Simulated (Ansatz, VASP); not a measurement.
# Cross-check of Zr2Ni between VASP and Ansatz, part 2 of 2

Aim: how closely do two programs agree when they are given the same cell, functional and k mesh? The structure shown comes from an earlier Ansatz run, which isn't shown and may have moved the atoms alone.

VASP 6.6.1 and Ansatz 0.2.0.

So far: The structure; Ansatz: elastic constants, PBEsol.

**3. VASP: elastic constants, PBEsol**

Level of this step: PBEsol, no spin polarisation; plane waves and PAW (Zr_sv, Ni) (VASP).

The same cell, functional, mesh and smearing now go to VASP, with its own data sets.

Lines of VASP's logs that name or quote its potential files are left out, and so is its time.

INCAR

```
SYSTEM = Zr2Ni
PREC = Accurate
ENCUT = 600
EDIFF = 1E-08
NELM = 120
ISMEAR = 1
SIGMA = 0.25
LREAL = .FALSE.
ALGO = Normal
GGA = PS
NBANDS = 42
LASPH = .TRUE.
LORBIT = 11
LWAVE = .FALSE.
LCHARG = .FALSE.
ISIF = 3
IBRION = 6
NFREE = 2
POTIM = 0.015
NSW = 1
GGA_COMPAT = .FALSE.
KPAR = 2
```

POSCAR

```
Zr2Ni
1.0
   -3.2086936664      3.2086936664      2.5754668543
    3.2086936664     -3.2086936664      2.5754668543
    3.2086936664      3.2086936664     -2.5754668543
Zr Ni
4 2
Direct
    0.6629874523      0.1629874523      0.8259749047
    0.1629874523      0.3370125477      0.5000000000
    0.3370125477      0.8370125477      0.1740250953
    0.8370125477      0.6629874523      0.5000000000
    0.2500000000      0.2500000000      0.0000000000
    0.7500000000      0.7500000000      0.0000000000
```

KPOINTS

```
Automatic mesh
0
Gamma
6 6 6
0 0 0
```

Potentials, in the order of the species: Zr_sv and Ni (PBE family, release 64).

The run is started by

```sh
> mpirun -np 2 vasp_std
```

Numbers of over 12 decimals in the logs are rounded to 6 here.

Log:

```text
[banner, memory and clock lines left out]
running    2 mpi-ranks, on    1 nodes
 distrk:  each k-point on    1 cores,    2 groups
 distr:  one band on    1 cores,    1 groups

 POSCAR found type information on POSCAR ZrNi
 POSCAR found :  2 types and       6 ions
|                                                                             |
|               ----> ADVICE to this user running VASP <----                  |
|                                                                             |
|     You enforced a specific xc type in the INCAR file but a different       |
|     [... a line on the potential file left out ...]
|     I HOPE YOU KNOW WHAT YOU ARE DOING!                                     |
|                                                                             |

 LDA part: xc-table for (Slater+PW92), standard interpolation
 POSCAR, INCAR and KPOINTS ok, starting setup
 FFT: planning ... GRIDC
 FFT: planning ... GRID_SOFT
 FFT: planning ... GRID
 WAVECAR not read
 entering main loop
       N       E                     dE             d eps       ncg     rms          rms(c)
DAV:   1     0.913412954561E+03    0.91341E+03   -0.35672E+04  2520   0.202E+03
DAV:   2     0.500381034810E+02   -0.86337E+03   -0.84275E+03  2870   0.544E+02
DAV:   3    -0.446041428816E+02   -0.94642E+02   -0.89295E+02  3678   0.172E+02
DAV:   4    -0.549921470229E+02   -0.10388E+02   -0.10203E+02  3808   0.479E+01
DAV:   5    -0.556462340716E+02   -0.65409E+00   -0.65327E+00  4278   0.109E+01    0.362E+01
DAV:   6    -0.711143081889E+02   -0.15468E+02   -0.16961E+02  2874   0.150E+02    0.420E+01
DAV:   7    -0.511150741414E+02    0.19999E+02   -0.53096E+01  3584   0.564E+01    0.117E+01
DAV:   8    -0.520369858416E+02   -0.92191E+00   -0.18839E+01  3560   0.351E+01    0.159E+01
DAV:   9    -0.507493606694E+02    0.12876E+01   -0.97667E+00  4056   0.307E+01    0.442E+00
DAV:  10    -0.507376729904E+02    0.11688E-01   -0.68401E-01  3484   0.446E+00    0.287E+00
DAV:  11    -0.507038175567E+02    0.33855E-01   -0.77596E-02  3444   0.209E+00    0.155E+00
DAV:  12    -0.506865686444E+02    0.17249E-01   -0.44938E-02  3860   0.209E+00    0.348E-01
DAV:  13    -0.506868427740E+02   -0.27413E-03   -0.53859E-03  3694   0.278E-01    0.294E-01
DAV:  14    -0.506864803467E+02    0.36243E-03   -0.58490E-04  3662   0.227E-01    0.163E-01
DAV:  15    -0.506863263371E+02    0.15401E-03   -0.58568E-04  3398   0.248E-01    0.110E-01
DAV:  16    -0.506863194982E+02    0.68388E-05   -0.74248E-05  3470   0.663E-02    0.679E-02
DAV:  17    -0.506863044206E+02    0.15078E-04   -0.20020E-05  3870   0.347E-02    0.353E-02
DAV:  18    -0.506862988267E+02    0.55938E-05   -0.10394E-05  3976   0.216E-02    0.126E-02
DAV:  19    -0.506862975808E+02    0.12460E-05   -0.25785E-06  3824   0.134E-02    0.362E-03
DAV:  20    -0.506862973724E+02    0.20834E-06   -0.72718E-07  3518   0.442E-03    0.169E-03
DAV:  21    -0.506862974745E+02   -0.10211E-06   -0.64022E-08  3008   0.159E-03    0.436E-04
DAV:  22    -0.506862975351E+02   -0.60518E-07   -0.47104E-09  1542   0.612E-04    0.134E-04
DAV:  23    -0.506862975355E+02   -0.46111E-09   -0.19608E-09  1512   0.363E-04
   1 F= -.50686298E+02 E0= -.50689091E+02  d E =0.838040E-02
[... from here on, the cycles between the ionic steps are left out ...]
   2 F= -.50673589E+02 E0= -.50676455E+02  d E =0.859997E-02
  15 F= -.50685513E+02 E0= -.50688281E+02  d E =0.830425E-02
  16 F= -.50685483E+02 E0= -.50688269E+02  d E =0.835568E-02
  17 F= -.50685483E+02 E0= -.50688269E+02  d E =0.835569E-02
  18 F= -.50685593E+02 E0= -.50688391E+02  d E =0.839405E-02
  19 F= -.50685593E+02 E0= -.50688391E+02  d E =0.839405E-02
  20 F= -.50685536E+02 E0= -.50688329E+02  d E =0.837979E-02
 Finite differences progress:
  Degree of freedom:  10/ 10
  Displacement:        1/  2
  Total:              19/ 20
 bond charge predicted
       N       E                     dE             d eps       ncg     rms          rms(c)
DAV:   1    -0.506847692248E+02    0.76651E-03   -0.31679E+00  3228   0.576E+00    0.230E-01
DAV:   2    -0.506868751969E+02   -0.21060E-02   -0.27724E-02  4062   0.140E+00    0.354E-01
DAV:   3    -0.506860056400E+02    0.86956E-03   -0.42169E-03  4506   0.972E-01    0.138E-01
DAV:   4    -0.506856924177E+02    0.31322E-03   -0.13595E-03  3982   0.340E-01    0.136E-01
DAV:   5    -0.506856107053E+02    0.81712E-04   -0.98214E-04  4524   0.444E-01    0.941E-02
DAV:   6    -0.506855359847E+02    0.74721E-04   -0.23198E-04  4038   0.277E-01    0.105E-02
DAV:   7    -0.506855358371E+02    0.14765E-06   -0.21409E-05  3888   0.289E-02    0.505E-03
DAV:   8    -0.506855357679E+02    0.69151E-07   -0.22733E-06  4126   0.195E-02    0.260E-03
DAV:   9    -0.506855357420E+02    0.25926E-07   -0.30640E-07  3946   0.772E-03    0.546E-04
DAV:  10    -0.506855357440E+02   -0.19818E-08   -0.28061E-08  2648   0.172E-03
  21 F= -.50685536E+02 E0= -.50688329E+02  d E =0.837982E-02
 Finite differences progress:
  Degree of freedom:  10/ 10
  Displacement:        2/  2
  Total:              20/ 20
```

From OUTCAR (step 3):

```text
ion  position               nearest neighbor table
   1  0.663  0.163  0.826-   5 2.73   6 2.73   5 2.73   6 2.73   3 2.96   3 3.02   3 3.02   2 3.32
                             4 3.32   4 3.32   2 3.32   2 3.40   4 3.40   4 3.40   2 3.40
   2  0.163  0.337  0.500-   6 2.73   5 2.73   5 2.73   6 2.73   4 2.96   4 3.02   4 3.02   1 3.32
                             3 3.32   1 3.32   3 3.32   1 3.40   3 3.40   3 3.40   1 3.40
   3  0.337  0.837  0.174-   5 2.73   6 2.73   5 2.73   6 2.73   1 2.96   1 3.02   1 3.02   4 3.32
                             2 3.32   2 3.32   4 3.32   4 3.40   2 3.40   4 3.40   2 3.40
   4  0.837  0.663  0.500-   5 2.73   6 2.73   6 2.73   5 2.73   2 2.96   2 3.02   2 3.02   1 3.32
                             3 3.32   1 3.32   3 3.32   1 3.40   3 3.40   1 3.40   3 3.40
   5  0.250  0.250  0.000-   6 2.58   6 2.58   1 2.73   3 2.73   1 2.73   3 2.73   2 2.73   4 2.73
                             4 2.73   2 2.73
   6  0.750  0.750  0.000-   5 2.58   5 2.58   1 2.73   3 2.73   1 2.73   3 2.73   4 2.73   4 2.73
                             2 2.73   2 2.73

  LATTYP: Found a body centered tetragonal cell.
 ALAT       =     6.4173873328
 C/A-ratio  =     0.8026527684

 Subroutine GETGRP returns: Found 16 space group operations
 (whereof  8 operations were pure point group operations)

The static configuration has the point symmetry C_4h.
 The point group associated with its full space group is D_4h.

 Found     30 irreducible k-points:

   k-points           NKPTS =     30   k-points in BZ     NKDIM =     30   number of bands    NBANDS=     42

   dimension x,y,z NGX =    42 NGY =   42 NGZ =   42
   dimension x,y,z NGXF=    84 NGYF=   84 NGZF=   84

   ENCUT  =  600.0 eV  44.10 Ry    6.64 a.u.  10.42 10.42 10.42*2*pi/ulx,y,z

   NELECT =      68.0000    total number of electrons

 k-points in reciprocal lattice and weights: Automatic mesh
   0.00000000  0.00000000  0.00000000       0.005
   0.16666667  0.00000000 -0.00000000       0.037
   0.33333333 -0.00000000  0.00000000       0.037
   0.50000000  0.00000000  0.00000000       0.019
   0.16666667  0.16666667  0.00000000       0.037
   0.33333333  0.16666667  0.00000000       0.074
   0.50000000  0.16666667  0.00000000       0.074
  -0.33333333  0.16666667 -0.00000000       0.074
  -0.16666667  0.16666667  0.00000000       0.019
[...]
-0.33333333 -0.33333333  0.33333333       0.009
   0.50000000  0.50000000  0.50000000       0.005

 average (electrostatic) potential at core
       1 -73.2026       2 -73.2026       3 -73.2026       4 -73.2026       5 -81.6223
       6 -81.6221

 E-fermi :   9.6619

 k-point     1 :       0.0000    0.0000    0.0000
  band No.  band energies     occupation
    ...
     30       8.7179      2.00000
     31       8.7976      2.00001
     32       9.4936      1.90009
     33       9.4936      1.90009
     34       9.6994      0.74915
     35       9.7501      0.44210
     36      10.0511     -0.05013
     37      10.0511     -0.05013
     38      10.3153     -0.00137
     39      11.5233     -0.00000
    ...

 k-point     2 :       0.1667    0.0000   -0.0000
  band No.  band energies     occupation
    ...
     30       8.7641      2.00000
     31       8.8545      2.00005
     32       8.8695      2.00007
     33       9.1624      2.01610
     34       9.2550      2.04361
     35      10.0369     -0.05528
     36      10.2390     -0.00521
     37      10.2963     -0.00195
     38      10.9080     -0.00000
     39      11.2273     -0.00000
    ...

 k-point     3 :       0.3333   -0.0000    0.0000
  band No.  band energies     occupation
    ...
     30       8.3135      2.00000
     31       8.9819      2.00082
     32       9.0006      2.00118
     33       9.0283      2.00199
     34       9.7160      0.64272
     35      10.0381     -0.05485
     36      10.2371     -0.00538
     37      10.4878     -0.00003
     38      10.6234     -0.00000
     39      11.0308     -0.00000
    ...

 Eigenvectors and eigenvalues of the dynamical matrix
 ----------------------------------------------------

   1 f  =    6.743755 THz    42.372264 2PiTHz  224.947462 cm-1    27.889918 meV
             X         Y         Z           dx          dy          dz
      1.045954  4.254647 -0.000000     0.147058   -0.147058    0.000000
      2.162740  1.045954  0.000000     0.147058    0.147058    0.000000
      2.162740 -1.045954  2.575467    -0.147058    0.147058    0.000000
      1.045954  2.162740  2.575467    -0.147058   -0.147058    0.000000
      0.000000  0.000000  1.287733     0.000000    0.000000    0.643037
      0.000000  0.000000  3.863200     0.000000    0.000000   -0.643037

   2 f  =    6.234923 THz    39.175175 2PiTHz  207.974634 cm-1    25.785557 meV
             X         Y         Z           dx          dy          dz
      1.045954  4.254647 -0.000000    -0.320924    0.257866    0.000000
      2.162740  1.045954  0.000000     0.236012    0.138580    0.000000
      2.162740 -1.045954  2.575467    -0.320924    0.257866   -0.000000
      1.045954  2.162740  2.575467     0.236012    0.138580   -0.000000
      0.000000  0.000000  1.287733     0.105885   -0.494364    0.000000
      0.000000  0.000000  3.863200     0.105885   -0.494364   -0.000000

   3 f  =    6.234923 THz    39.175175 2PiTHz  207.974634 cm-1    25.785557 meV
             X         Y         Z           dx          dy          dz
      1.045954  4.254647 -0.000000    -0.138580    0.236012    0.000000
      2.162740  1.045954  0.000000    -0.257866   -0.320924   -0.000000
      2.162740 -1.045954  2.575467    -0.138580    0.236012   -0.000000
      1.045954  2.162740  2.575467    -0.257866   -0.320924    0.000000
      0.000000  0.000000  1.287733     0.494364    0.105885   -0.000000
      0.000000  0.000000  3.863200     0.494364    0.105885    0.000000

   4 f  =    5.947625 THz    37.370031 2PiTHz  198.391420 cm-1    24.597390 meV
             X         Y         Z           dx          dy          dz
      1.045954  4.254647 -0.000000    -0.000000    0.000000   -0.455277
      2.162740  1.045954  0.000000    -0.000000   -0.000000    0.057164
      2.162740 -1.045954  2.575467    -0.000000    0.000000    0.455277
      1.045954  2.162740  2.575467    -0.000000   -0.000000   -0.057164
      0.000000  0.000000  1.287733    -0.330073    0.424861    0.000000
      0.000000  0.000000  3.863200     0.330073   -0.424861    0.000000

   5 f  =    5.947625 THz    37.370031 2PiTHz  198.391420 cm-1    24.597390 meV
             X         Y         Z           dx          dy          dz
      1.045954  4.254647 -0.000000     0.000000   -0.000000    0.057164
      2.162740  1.045954  0.000000    -0.000000   -0.000000    0.455277
      2.162740 -1.045954  2.575467     0.000000   -0.000000   -0.057164
      1.045954  2.162740  2.575467    -0.000000   -0.000000   -0.455277
      0.000000  0.000000  1.287733     0.424861    0.330073    0.000000
      0.000000  0.000000  3.863200    -0.424861   -0.330073   -0.000000

   6 f  =    5.397915 THz    33.916099 2PiTHz  180.055057 cm-1    22.323972 meV
             X         Y         Z           dx          dy          dz
      1.045954  4.254647 -0.000000    -0.353553   -0.353553   -0.000000
      2.162740  1.045954  0.000000     0.353553   -0.353553    0.000000
      2.162740 -1.045954  2.575467     0.353553    0.353553   -0.000000
      1.045954  2.162740  2.575467    -0.353553    0.353553    0.000000
      0.000000  0.000000  1.287733    -0.000000   -0.000000    0.000000
      0.000000  0.000000  3.863200     0.000000   -0.000000    0.000000

   7 f  =    5.052133 THz    31.743486 2PiTHz  168.521008 cm-1    20.893933 meV
             X         Y         Z           dx          dy          dz
      1.045954  4.254647 -0.000000     0.353553    0.353553   -0.000000
      2.162740  1.045954  0.000000     0.353553   -0.353553    0.000000
      2.162740 -1.045954  2.575467    -0.353553   -0.353553   -0.000000
      1.045954  2.162740  2.575467    -0.353553    0.353553   -0.000000
      0.000000  0.000000  1.287733    -0.000000   -0.000000    0.000000
      0.000000  0.000000  3.863200     0.000000    0.000000    0.000000

   8 f  =    4.569481 THz    28.710895 2PiTHz  152.421477 cm-1    18.897846 meV
             X         Y         Z           dx          dy          dz
      1.045954  4.254647 -0.000000    -0.000000    0.000000   -0.246706
      2.162740  1.045954  0.000000    -0.000000   -0.000000   -0.246706
      2.162740 -1.045954  2.575467     0.000000   -0.000000   -0.246706
      1.045954  2.162740  2.575467     0.000000    0.000000   -0.246706
      0.000000  0.000000  1.287733    -0.000000   -0.000000    0.615038
      0.000000  0.000000  3.863200     0.000000    0.000000    0.615038

   9 f  =    4.472393 THz    28.100874 2PiTHz  149.182975 cm-1    18.496323 meV
             X         Y         Z           dx          dy          dz
      1.045954  4.254647 -0.000000    -0.000000    0.000000   -0.500000
      2.162740  1.045954  0.000000     0.000000    0.000000    0.500000
      2.162740 -1.045954  2.575467     0.000000   -0.000000   -0.500000
      1.045954  2.162740  2.575467     0.000000   -0.000000    0.500000
      0.000000  0.000000  1.287733     0.000000    0.000000   -0.000000
      0.000000  0.000000  3.863200    -0.000000    0.000000   -0.000000

  10 f  =    4.424545 THz    27.800234 2PiTHz  147.586923 cm-1    18.298438 meV
             X         Y         Z           dx          dy          dz
      1.045954  4.254647 -0.000000     0.000000   -0.000000   -0.172263
      2.162740  1.045954  0.000000     0.000000   -0.000000   -0.509686
      2.162740 -1.045954  2.575467    -0.000000   -0.000000    0.172263
      1.045954  2.162740  2.575467     0.000000    0.000000    0.509686
      0.000000  0.000000  1.287733     0.411263    0.203490    0.000000
      0.000000  0.000000  3.863200    -0.411263   -0.203490    0.000000

  11 f  =    4.424545 THz    27.800234 2PiTHz  147.586923 cm-1    18.298438 meV
             X         Y         Z           dx          dy          dz
      1.045954  4.254647 -0.000000     0.000000   -0.000000    0.509686
      2.162740  1.045954  0.000000    -0.000000    0.000000   -0.172263
      2.162740 -1.045954  2.575467    -0.000000   -0.000000   -0.509686
      1.045954  2.162740  2.575467    -0.000000    0.000000    0.172263
      0.000000  0.000000  1.287733    -0.203490    0.411263    0.000000
      0.000000  0.000000  3.863200     0.203490   -0.411263    0.000000

  12 f  =    4.177421 THz    26.247513 2PiTHz  139.343778 cm-1    17.276419 meV
             X         Y         Z           dx          dy          dz
      1.045954  4.254647 -0.000000    -0.321518    0.321518    0.000000
      2.162740  1.045954  0.000000    -0.321518   -0.321518    0.000000
      2.162740 -1.045954  2.575467     0.321518   -0.321518    0.000000
      1.045954  2.162740  2.575467     0.321518    0.321518    0.000000
      0.000000  0.000000  1.287733    -0.000000   -0.000000    0.294115
      0.000000  0.000000  3.863200     0.000000   -0.000000   -0.294115

  13 f  =    3.924924 THz    24.661023 2PiTHz  130.921363 cm-1    16.232173 meV
             X         Y         Z           dx          dy          dz
      1.045954  4.254647 -0.000000     0.353553   -0.353553   -0.000000
      2.162740  1.045954  0.000000    -0.353553   -0.353553    0.000000
      2.162740 -1.045954  2.575467    -0.353553    0.353553   -0.000000
      1.045954  2.162740  2.575467     0.353553    0.353553   -0.000000
      0.000000  0.000000  1.287733    -0.000000    0.000000   -0.000000
      0.000000  0.000000  3.863200     0.000000    0.000000    0.000000
    [... 43 further lines ...]
      0.000000  0.000000  1.287733    -0.329249   -0.115045   -0.000000
      0.000000  0.000000  3.863200    -0.329249   -0.115045   -0.000000

 ELASTIC MODULI CONTR FROM IONIC RELAXATION (kBar)
 Direction    XX          YY          ZZ          XY          YZ          ZX
 --------------------------------------------------------------------------------
 XX          -1.0037     -1.0013    -10.1353      0.0000      0.0000      0.0000
 YY          -1.0013     -1.0037    -10.1353      0.0000     -0.0000      0.0000
 ZZ         -10.1353    -10.1353   -102.4714      0.0000      0.0000      0.0000
 XY           0.0000      0.0000      0.0000    -30.1392     -0.0000     -0.0000
 YZ          -0.0000     -0.0000     -0.0000     -0.0000    -14.3006     -0.0000
 ZX           0.0000      0.0000      0.0000     -0.0000      0.0000    -14.3006
 --------------------------------------------------------------------------------

 TOTAL ELASTIC MODULI (kBar)
 Direction    XX          YY          ZZ          XY          YZ          ZX
 --------------------------------------------------------------------------------
 XX        1787.7341   1277.1406    970.1815      0.0000      0.0000      0.0000
 YY        1277.1406   1787.7341    970.1815      0.0000     -0.0000      0.0000
 ZZ         970.1815    970.1815   1704.5135      0.0000     -0.0000      0.0000
 XY           0.0000      0.0000      0.0000    133.4608     -0.0000     -0.0000
 YZ          -0.0000     -0.0000     -0.0000     -0.0000    313.1022     -0.0000
 ZX           0.0000      0.0000      0.0000     -0.0000      0.0000    313.1022
 --------------------------------------------------------------------------------

 total charge
# of ion       s       p       d       tot
------------------------------------------
    1        2.234   5.965   1.694   9.893
    2        2.234   5.965   1.694   9.893
    3        2.234   5.965   1.694   9.893
    4        2.234   5.965   1.694   9.893
    5        0.602   0.481   8.338   9.420
    6        0.602   0.481   8.338   9.420
--------------------------------------------------
tot         10.137  24.820  23.453  58.411

[... 1 further part left out ...]
```

CONTCAR:

```
Zr2Ni
   1.00000000000000
    -3.2086936663999999    3.2086936663999999    2.5754668543000001
     3.2086936663999999   -3.2086936663999999    2.5754668543000001
     3.2086936663999999    3.2086936663999999   -2.5754668543000001
  Zr              Ni
     4     2
Direct
     0.6629874523000012    0.1629874523000012    0.8259749046999971
     0.1629874523000012    0.3370125476999988    0.5000000000000000
     0.3370125476999988    0.8370125476999988    0.1740250953000029
     0.8370125476999988    0.6629874523000012    0.5000000000000000
     0.2470879066109984    0.2470879066109984    0.0000000000000000
     0.7500000000000000    0.7500000000000000    0.0000000000000000
```

This run has no spin polarisation, so a moment on Ni, if there is one, isn't seen.

Levels, forces or a CONTCAR printed for this step are those of its last displaced cell, not of the structure at rest.

**4. Differences**

Known differences besides the potentials themselves: the data sets hold 84 valence electrons in Ansatz (on its default PAW (the set named soft_2) files) and 68 in VASP; the cutoff is 420 eV in Ansatz and 600 eV in VASP; Ansatz makes its cores anew for this functional, VASP keeps those of its PBE data sets; VASP takes each elastic constant from one size of strain, Ansatz from those that its log lists. Total energies have different zeros and are not compared.

Both answers:

```tsv
quantity	Ansatz	VASP	difference
C11 (GPa)	179.1	178.8	+0.19 %
C22 (GPa)	179.1	178.8	+0.19 %
C33 (GPa)	170.7	170.4	+0.16 %
C12 (GPa)	127.8	127.7	+0.07 %
C13 (GPa)	96.8	97.0	-0.21 %
C23 (GPa)	96.8	97.0	-0.21 %
C44 (GPa)	31.6	31.3	+1.02 %
C55 (GPa)	31.6	31.3	+1.02 %
C66 (GPa)	13.3	13.3	-0.39 %
```

**5. What came out**

```json
{"difference in C44 (elastic constants, PBEsol)": "1.0 %"}
```

The difference in C44 is 1.0 % (elastic constants, PBEsol), within the 5 % picked in this series as the mark of a large difference. The data sets hold unlike numbers of valence electrons (84 in Ansatz and 68 in VASP), so part of the differences comes from the potentials. How closely two codes agree says nothing of how well the functional describes the real material.

[Lines on the potential files, build, host, timing and source positions are cut from VASP's logs without a mark.]

[Logs are printed without paths, hosts, clocks, repeated set-up lines and the standing remarks that a program may print on its own settings, such as how far it seeks lower states.]

[Hosts, paths, dates, database ids (printed as entryN), source tags and the programs' standing remarks are cut or masked in the printed files.]
